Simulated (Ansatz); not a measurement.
This is a single-point calculation with the plane-wave code Ansatz on wurtzite SrO (it has left that coordination); the level of theory is HSE06. The cell was relaxed with r2SCAN and then strained (xy shear, engineering strain (angle) -4.0 %), with the atoms relaxed again with r2SCAN; k points keep the names of the unstrained zone.

```yaml
crystal:
  lattice:
    - [4.2700309537, -0.0854006191, 0.0]
    - [-2.2089745824, 3.7406555904, 0.0]
    - [0.0, 0.0, 5.1444468174]
  atoms:
    - { symbol: Sr, position: [0.3396478962, 0.6670671972, -0.0625] }
    - { symbol: Sr, position: [0.6603521038, 0.3329328028, 0.4375] }
    - { symbol: O, position: [0.3365860422, 0.6667844453, 0.4375] }
    - { symbol: O, position: [0.6634139578, 0.3332155547, 0.9375] }
kpoints:
  mp_grid: { grid: [6, 6, 4] }
  band_path:
    path:
      - [0.0, 0.0, 0.0]
      - [0.5, 0.0, 0.0]
      - [0.3333333333, 0.3333333333, 0.0]
      - [0.0, 0.0, 0.5]
      - [0.5, 0.0, 0.5]
      - [0.3333333333, 0.3333333333, 0.5]
    npoints: 1
hamiltonian:
  xc: hse06
scf:
  occupations: { method: fixed }
  n_extra_bands: 5
output:
  forces: true
  stress: true
  eigenvalues: true
```

The output follows, shortened, with numbered blanks.
```
Functional definition: HSE06
Crystal: 4 atoms, lattice volume = 81.200 Å³
Basis set: ecut = 420 eV, 1589 PW (Γ)
Bands: 21, of which v1, the nominal top of the filled ones, is band 16 counted from 1 (15 counted from 0)
Symmetry: 4 space group operations
Space group: P21/m (ITA 11)
k-points: 60 of 144
[warm-up without exact exchange]
SCF 1 stopped early in 2 iterations: F = -8229.044691 eV  dr2 = 4.47e-4
[exact exchange on]
Exchange kernel: α = 0.2500, screened, ω = 0.2079 Å⁻¹, Wigner–Seitz truncation, v(0) = 1046.4877 eV·Å³, q-mesh 6×6×4
SCF 2 stopped early in 6 iterations: F = -8233.695325 eV  dr2 = 3.46e-6
hybrid outer 1: dexx = +1.301e-2 eV, tail = 2.02e-5 eV
SCF 3 converged in 4 iterations: F = -8233.695307 eV  dr2 = 5.95e-10
hybrid outer 2: dexx = +3.464e-7 eV, tail = 6.21e-9 eV, Δε = 1.79e-3 eV, ΔF = 3.33e-4 eV/Å
NSCF: frozen V_eff on 6 k-points
hybrid SCF converged: 2 outer / 10 inner (+2 warm-up)
Free energy (F): -8233.695307 eV
[1]
--- Forces (eV/Å), atoms counted from 1 ---
[2]
--- Stress (GPa, compression-positive) ---
       -0.436607       0.445543       0.000000
        0.445543      -0.320206       0.000000
        0.000000       0.000000      -0.375721
  P = ⅓ Tr σ = -0.3775 GPa (-3.775 kbar)
--- Band table (eV; the first three rows and the last of 60) ---
[3]
```

The rows of the band table are 0: (0, 0, 0) = Γ, 1: (0, 0, 1/4), 2: (0, 0, -1/2) = A, 59: (-1/2, -1/2, -1/2) = L.

**Question.** What stood in the gaps? They hold the forces, the Fermi energy and the band table.

**Answer.**
```
[1]
Fermi energy:    4.997288 eV
[2]
  atom   1  Sr    -0.01007    -0.00028      0.00000
  atom   2  Sr      0.01007      0.00028      0.00000
  atom   3  O     -0.00194      0.00074      0.00000
  atom   4  O       0.00194    -0.00074      0.00000
[3]
  k-point 0: bands = […, 3.9186, 3.9592, 4.0972, 4.1007, 4.6616, 4.9973, 8.9994, 12.6754, 12.9532, 13.7414, …]
  k-point 1: bands = […, 3.8834, 3.9179, 4.0161, 4.0223, 4.1789, 4.2730, 9.5653, 12.3608, 13.3299, 13.5779, …]
  k-point 2: bands = […, 3.6917, 3.6917, 3.8934, 3.8934, 3.9130, 3.9130, 10.7481, 10.7481, 14.5832, 14.5832, …]
  k-point 59: bands = […, 3.2801, 3.2801, 4.0538, 4.0538, 4.5645, 4.5645, 11.3851, 11.3851, 14.2611, 14.2611, …]
```
The trailing digits, and the zero of the energies, depend on the potentials and thresholds.

With HSE06 the gap is 4.00 eV and direct, at Γ. The gap is the least over the mesh and the extra points. The mean stress, -0.4 GPa, is small, and the program warns that its thresholds are loose for a hybrid's stress.

Command: `ansatz run input.yaml --threads 4 --pin off --max-ram 4608MiB --backend cpu --events-out ev --progress --plain --runs-dir out`. Wall time 2.1 min on 4 threads of Intel(R) Xeon(R) Processor @ 2.70GHz, with other jobs on the host, load about 0.9 per core; peak host memory 2.9 GiB.

Spin-unpolarised throughout. Whether this structure exists isn't addressed.

The meshes of the hybrids are coarse, so their gaps aren't converged to the digits shown.
